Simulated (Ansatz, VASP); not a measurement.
One calculation of MoH2, two programs

```
Mo H
1.0
     0.00000    2.19726    2.19726
     2.19726    0.00000    2.19726
     2.19726    2.19726    0.00000
Mo H
1 2
Cartesian
  0.0000 0.0000 0.0000
  1.0986 1.0986 1.0986
  3.2959 3.2959 3.2959
```

Alike in both runs: functional r2SCAN; k mesh 16 × 16 × 16; occupations gaussian, width 0.1 eV; no spin polarisation.

Ansatz relaxed the structure, and its values are those at the end. VASP's run is a single point on that final structure, the one shown.

```csv
,VASP,Ansatz
version,VASP 6.6.1,Ansatz 0.2.0
potentials or method,"VASP PAW PBE potentials, release 64 (Mo_sv, H)","scalar-relativistic, plane waves, PAW"
plane-wave cutoff (eV),520,500
valence electrons in the cell,16,16
```

|  | VASP | Ansatz | Ansatz less VASP |
| --- | --- | --- | --- |
| gap on the k mesh at the Fermi level (eV) | none | none | - |
| pressure (GPa) | 0.6 | 0.0 | -0.57 |

A gap of «none» marks a metal or a gap that the smearing closes. The functional is the same, so the differences come from potentials, cutoffs and numerics.

Caveats: the PAW data sets were made with another functional, which shifts forces and pressure a little (VASP).
